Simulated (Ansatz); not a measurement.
Au: equation of state with r2SCAN

Au:

```
CELL_PARAMETERS angstrom
1.41131 -2.55593 0.00000
1.41131 2.55593 0.00000
0.00000 0.00000 4.89317
ATOMIC_POSITIONS crystal
Au 0.33467 0.66533 0.25000
Au 0.66533 0.33467 0.75000
```

This isn't the form of Au at room conditions, which is fcc.

| Item | Value |
| --- | --- |
| Program | Ansatz 0.2.0 |
| Task | equation of state |
| Functional | r2SCAN |
| Potentials or basis | Ansatz PAW |
| Cutoff | 500 eV |
| Density cutoff | 2000 eV |
| k mesh | 11 × 11 × 6 |
| Occupations | fermi-dirac, width 0.05 eV |
| Spin | no spin polarisation |

- Equilibrium volume: 17.61 Å³/atom
- Bulk modulus at fixed shape and positions: 152 GPa
- Pressure derivative of the bulk modulus: 5.8

Energy against volume, from the lowest point:
```tsv
volume (Å³/atom)	energy (meV/atom)
16.592	31.79
16.945	12.90
17.298	2.67
17.651	0.00
18.004	3.94
18.357	13.64
18.710	28.37
```

All runs of the series together: 47 s on 2 threads of Arm Neoverse V2 (shared host).

Caveat: the cell was scaled at fixed shape and fractional positions, which overstates the stiffness of a crystal with free parameters, most of all of layers and chains; the PAW data sets were made with another functional, which shifts forces and pressure a little. The run has no spin-orbit coupling, so splittings on Au are missing.
